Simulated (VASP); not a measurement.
Here is a VASP 6.6.1 calculation.

The input INCAR:

```
SYSTEM = HC60N3
PREC = Accurate
ENCUT = 520
EDIFF = 1E-6
ISMEAR = 0
SIGMA = 0.03
LREAL = .FALSE.
LASPH = .TRUE.
NELM = 60
ALGO = Normal
ISIF = 2
LWAVE = .FALSE.
LCHARG = .TRUE.
GGA = PE
LELF = .TRUE.
LVHAR = .TRUE.
NBANDS = 166
```

File KPOINTS:

```
regular mesh
0
G
  2 2 2
  0 0 0
```

POSCAR

```
HC60N3
1.0
    7.1400000000      0.0000000000      0.0000000000
    0.0000000000      7.1400000000      0.0000000000
    0.0000000000      0.0000000000      7.1400000000
H C N
1 60 3
Direct
    0.5245286500      0.5245286500      0.5245286500
    0.6319130000      0.6319130000      0.6319130000
    0.5014860000      0.7507060000      0.7507060000
    0.7507060000      0.5014860000      0.7507060000
    0.7507060000      0.7507060000      0.5014860000
    0.4950870000      0.2505090000      0.7494590000
    0.4950870000      0.7494590000      0.2505090000
    0.2505090000      0.4950870000      0.7494590000
    0.7494590000      0.4950870000      0.2505090000
    0.2505090000      0.7494590000      0.4950870000
    0.7494590000      0.2505090000      0.4950870000
    0.6235760000      0.3759650000      0.8734240000
    0.6235760000      0.8734240000      0.3759650000
    0.3759650000      0.6235760000      0.8734240000
    0.8734240000      0.6235760000      0.3759650000
    0.3759650000      0.8734240000      0.6235760000
    0.8734240000      0.3759650000      0.6235760000
    0.5050870000      0.2510410000      0.2510410000
    0.2510410000      0.5050870000      0.2510410000
    0.2510410000      0.2510410000      0.5050870000
    0.1273950000      0.6227350000      0.6227350000
    0.6227350000      0.1273950000      0.6227350000
    0.6227350000      0.6227350000      0.1273950000
    0.9999620000      0.4999560000      0.4999560000
    0.4999560000      0.9999620000      0.4999560000
    0.4999560000      0.4999560000      0.9999620000
    0.1278200000      0.3773090000      0.3773090000
    0.3773090000      0.1278200000      0.3773090000
    0.3773090000      0.3773090000      0.1278200000
    0.6239330000      0.8758650000      0.8758650000
    0.8758650000      0.6239330000      0.8758650000
    0.8758650000      0.8758650000      0.6239330000
    0.0011195000      0.7494200000      0.7494200000
    0.7494200000      0.0011195000      0.7494200000
    0.7494200000      0.7494200000      0.0011195000
    0.1237350000      0.3750450000      0.8761320000
    0.1237350000      0.8761320000      0.3750450000
    0.3750450000      0.1237350000      0.8761320000
    0.8761320000      0.1237350000      0.3750450000
    0.3750450000      0.8761320000      0.1237350000
    0.8761320000      0.3750450000      0.1237350000
    0.9987500000      0.2495250000      0.7493430000
    0.9987500000      0.7493430000      0.2495250000
    0.2495250000      0.9987500000      0.7493430000
    0.7493430000      0.9987500000      0.2495250000
    0.2495250000      0.7493430000      0.9987500000
    0.7493430000      0.2495250000      0.9987500000
    0.1237820000      0.1237820000      0.6246850000
    0.1237820000      0.6246850000      0.1237820000
    0.6246850000      0.1237820000      0.1237820000
    0.0017403000      0.2503660000      0.2503660000
    0.2503660000      0.0017403000      0.2503660000
    0.2503660000      0.2503660000      0.0017403000
    0.1249420000      0.8743930000      0.8743930000
    0.8743930000      0.1249420000      0.8743930000
    0.8743930000      0.8743930000      0.1249420000
    0.9999680000      0.9999680000      0.4998950000
    0.9999680000      0.4998950000      0.9999680000
    0.4998950000      0.9999680000      0.9999680000
    0.1254050000      0.1254050000      0.1254050000
    0.9997840000      0.9997840000      0.9997840000
    0.6351560000      0.3648080000      0.3648080000
    0.3648080000      0.6351560000      0.3648080000
    0.3648080000      0.3648080000      0.6351560000
```

Potentials or basis: VASP PAW PBE potentials, release 64 (H, C, N).

Command:

```sh
$ cat potpaw_PBE.64/H/POTCAR potpaw_PBE.64/C/POTCAR potpaw_PBE.64/N/POTCAR > POTCAR
$ mpirun -np 1 vasp_std > vasp.out
```

Q: Predict the largest force.

A: 4.039 eV/Å.

Q: Estimate the pressure.

A: 0.5 GPa.

Q: Estimate the band gap on the k mesh.

A: 3.51 eV, indirect (least direct gap 3.56 eV).

Stress tensor (GPa, compression positive):
```
 0.46 -1.18 -1.18
-1.18  0.46 -1.18
-1.18 -1.18  0.46
```

Caveat: the k mesh is coarse (spacing up to 0.44 Å⁻¹), so the values aren't converged. Expect the measured gap to be larger: semilocal functionals such as PBE lack the derivative discontinuity.
